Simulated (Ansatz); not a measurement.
**Pt in Ansatz: the effect of target pressure**

Pt:

```
Pt
1.0
     0.00000    1.96090    1.96090
     1.96090    0.00000    1.96090
     1.96090    1.96090    0.00000
Pt
1
Direct
  0.00000 0.00000 0.00000
```

Alike in all runs:

* Program: Ansatz 0.2.0
* Task: relaxation of cell and atoms
* Functional: PBEsol
* Potentials or basis: all-electron LAPW, scalar-relativistic
* Basis error allowed: 0.001 eV/atom
* k mesh: 12 × 12 × 12
* Occupations: fermi-dirac, width 0.05 eV
* Spin: no spin polarisation

Each run relaxes the cell or the atoms first.

```tsv
target pressure	relaxed volume (Å³/atom)
0 GPa	15.05
5 GPa	?
10 GPa	14.57
20 GPa	14.17
30 GPa	13.83
```

**Question.** What does the run with target pressure 5 GPa give?

**Answer.** Relaxed volume 14.80 Å³/atom.

Worked out: In Murnaghan's law V^(-B') rises as a straight line in P. The other rows fit best with B' = 5.1, V0 = 15.05 Å³/atom and B0 = 284 GPa, which gives 14.80 Å³/atom at 5 GPa, against the run's 14.80.
